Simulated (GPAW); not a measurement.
Pd:

```xyz
2
Lattice="2.7837 0.0000 0.0000 -1.3918 2.4107 0.0000 0.0000 0.0000 4.6289" Properties=species:S:1:pos:R:3 pbc="T T T"
Pd    0.0000    1.6071    1.1572
Pd    1.3918    0.8036    3.4717
```

This isn't the form of Pd at room conditions, which is fcc.

| Quantity | Value |
| --- | --- |
| Program | GPAW 26.7.0 |
| Task | relaxation of cell and atoms |
| Functional | PBEsol |
| Potentials or basis | PAW data sets generated in the run's folder for this functional |
| Cutoff | 600 eV |
| Basis | pw |
| k mesh | 8 × 8 × 4 |
| Occupations | fermi-dirac, width 0.05 eV |
| Spin | no spin polarisation |

At the start: pressure -9.9 GPa; volume 15.53 Å³/atom.

Q: Where does the relaxation end?

A: Over 4 steps the energy falls by 29.4 meV/atom and the volume is 14.67 Å³/atom (-5.6 %); space group P6_3/mmc (No. 194, to 0.05 Å).

Step by step:
```tsv
step	energy change (eV)	largest force (eV/Å)	pressure (GPa)	volume (Å³)
1	0.0000	0.0000	-9.86	31.06
2	-0.0334	0.0000	-6.73	30.43
3	-0.0585	0.0000	0.86	29.20
4	-0.0587	0.0000	-0.05	29.33
```

Final structure:
```
CELL_PARAMETERS angstrom
2.72965 0.00000 0.00000
-1.36483 2.36395 0.00000
0.00000 0.00000 4.54570
ATOMIC_POSITIONS crystal
Pd 0.33333 0.66667 0.25000
Pd 0.66667 0.33333 0.75000
```

Caveat: later steps reuse the first step's grids.
